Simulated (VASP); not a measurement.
**VASP 6.6.1 run: InSb**

INCAR

```
METAGGA = TPSS
ENCUT = 520
LWAVE = .FALSE.
IBRION = -1
ISMEAR = -1
SIGMA = 0.02
LCHARG = .FALSE.
LREAL = .FALSE.
EDIFF = 0.0001
NSW = 0
LASPH = .TRUE.
ISIF = 2
NBANDS = 16
NELM = 120
PREC = Accurate
```

KPOINTS

```
KPOINTS created by Atomic Simulation Environment
0
Gamma
6 6 6
0 0 0
```

POSCAR

```
In Sb
 1.0000000000000000
     0.0000000000000000    3.1811276270000000    3.3754891042000001
     3.1811276270000000    0.0000000000000000    3.3754891042000001
     3.1811276270000000    3.1811276270000000    0.0000000000000000
 In  Sb
   1   1
Cartesian
  0.0000000000000000  0.0000000000000000  0.0000000000000000
  1.5905638135000004  1.5905638135000004  1.6877445521000001
```

The recommended PBE PAW datasets give the neutral cell 18 valence electrons.

Command

```
mpirun -np 1 vasp_std
```

OSZICAR

```
N       E                     dE             d eps       ncg     rms          rms(c)
DAV:   1     0.922321765516E+02    0.92232E+02   -0.80112E+03   968   0.112E+03
DAV:   2    -0.185022987110E+02   -0.11073E+03   -0.10698E+03  1032   0.277E+02
DAV:   3    -0.253922969036E+02   -0.68900E+01   -0.68620E+01  1264   0.736E+01
DAV:   4    -0.255671934613E+02   -0.17490E+00   -0.17487E+00  1168   0.132E+01
DAV:   5    -0.255754446268E+02   -0.82512E-02   -0.82510E-02  1488   0.238E+00    0.525E+00
DAV:   6    -0.230161393841E+02    0.25593E+01   -0.34389E+00  1032   0.280E+01    0.240E+00
DAV:   7    -0.229691812802E+02    0.46958E-01   -0.87510E-02  1384   0.259E+00    0.121E+00
DAV:   8    -0.229661265467E+02    0.30547E-02   -0.69648E-02  1056   0.177E+00    0.408E-01
DAV:   9    -0.229691392383E+02   -0.30127E-02   -0.47514E-03  1240   0.477E-01    0.295E-01
DAV:  10    -0.229701978696E+02   -0.10586E-02   -0.21080E-03  1120   0.254E-01    0.368E-02
DAV:  11    -0.229705440366E+02   -0.34617E-03   -0.43855E-04  1280   0.136E-01    0.657E-02
DAV:  12    -0.229707006778E+02   -0.15664E-03   -0.42169E-04  1064   0.139E-01    0.301E-02
DAV:  13    -0.229707092192E+02   -0.85414E-05   -0.21881E-05  1096   0.363E-02
   1 F= -.22970709E+02 E0= -.22970581E+02  d E =-.256778E-03
```

From OUTCAR

```
k-points           NKPTS =     30   k-points in BZ     NKDIM =     30   number of bands    NBANDS=     16

   NELECT =      18.0000    total number of electrons

   dimension x,y,z NGX =    36 NGY =   36 NGZ =   36
   dimension x,y,z NGXF=    72 NGYF=   72 NGZF=   72

  energy-cutoff  :      520.00
  volume of cell :       68.32
      direct lattice vectors                 reciprocal lattice vectors
     0.000000000  3.181127627  3.375489104    -0.157176969  0.157176969  0.148126682
     3.181127627  0.000000000  3.375489104     0.157176969 -0.157176969  0.148126682
     3.181127627  3.181127627  0.000000000     0.157176969  0.157176969 -0.148126682

 k-points in reciprocal lattice and weights: KPOINTS created by Atomic Simulation Env
   0.00000000  0.00000000  0.00000000       0.005
   0.16666667  0.00000000  0.00000000       0.037
   0.33333333  0.00000000  0.00000000       0.037
   0.50000000 -0.00000000  0.00000000       0.019
   0.16666667  0.16666667  0.00000000       0.009
   0.33333333  0.16666667  0.00000000       0.037
   0.50000000  0.16666667  0.00000000       0.037
  -0.33333333  0.16666667  0.00000000       0.037
   ...

 E-fermi :   5.1408

 k-point     1 :       0.0000    0.0000    0.0000
  band No.  band energies     occupation
      1      -9.6485      2.00000
      2      -9.6364      2.00000
      3      -9.6364      2.00000
      4      -9.5566      2.00000
      5      -9.5500      2.00000
      6      -5.7591      2.00000
      7       4.8212      2.00000
      8       4.9279      1.99995
      9       5.1408      1.00003
     10       5.1408      1.00002
     11       8.0370      0.00000
     12       8.0370      0.00000
     13       8.1768      0.00000
     14      10.8595      0.00000
     15      12.9163      0.00000
     16      13.3771      0.00000

 k-point     2 :       0.1667    0.0000    0.0000
  band No.  band energies     occupation
      1      -9.6536      2.00000
      2      -9.6375      2.00000
      3      -9.6311      2.00000
      4      -9.5574      2.00000
      5      -9.5495      2.00000
      6      -5.5071      2.00000
      7       2.5841      2.00000
      8       4.5683      2.00000
      9       4.8347      2.00000
     10       6.0750      0.00000
     11       8.4526      0.00000
     12       8.5150      0.00000
     13       8.9397      0.00000
     14      11.8806      0.00000
     15      12.3012      0.00000
     16      12.7282      0.00000

 k-point     3 :       0.3333    0.0000    0.0000
  band No.  band energies     occupation
      1      -9.6757      2.00000
      2      -9.6287      2.00000
      3      -9.6216      2.00000
      4      -9.5580      2.00000
      5      -9.5469      2.00000
      6      -4.8543      2.00000
      7       0.4084      2.00000
      8       4.0381      2.00000
      9       4.3986      2.00000
     10       5.7668      0.00000
     11       8.8427      0.00000
     12       9.0306      0.00000
     13      10.9580      0.00000
     14      11.8288      0.00000
     15      12.8901      0.00000
     16      13.0193      0.00000

 ...

  Total        1.1898976      1.1898976      0.4483242      0.0000000      0.0000000      0.0000000
  in kB       27.9055948     27.9055948     10.5141432      0.0000000      0.0000000      0.0000000
  external PRESSURE =      22.1084443 kB  Pullay stress =       0.0000000 kB

 POSITION                                       TOTAL-FORCE (eV/Angst)
 -----------------------------------------------------------------------------------
      0.00000      0.00000      0.00000        -0.000000     -0.000000     -0.000000
      1.59056      1.59056      1.68774         0.000000      0.000000      0.000000
 -----------------------------------------------------------------------------------
    total drift:                                0.000000      0.000000      0.000000

  FREE ENERGIE OF THE ION-ELECTRON SYSTEM (eV)
  ---------------------------------------------------
  free  energy   TOTEN  =       -22.9707092192 eV

  energy  without entropy=      -22.9704524408  energy(sigma->0) =      -22.97058083
```

It converged. Results: gap between bands v and c on the k mesh 0.00 eV; least direct gap on the k mesh 0.00 eV; pressure 2.2 GPa. Band v is the last that the valence electrons fill when counted band by band, and c is the next.

For comparison, a separate PBE run of the intended cell, on usual settings and not on those above, gives a gap of 0.00 eV on its mesh and a pressure of 2.9 GPa.

The run above took about 1.9 min on one core of a shared host (Intel Xeon Platinum 8488C) and held 0.23 GiB at most.
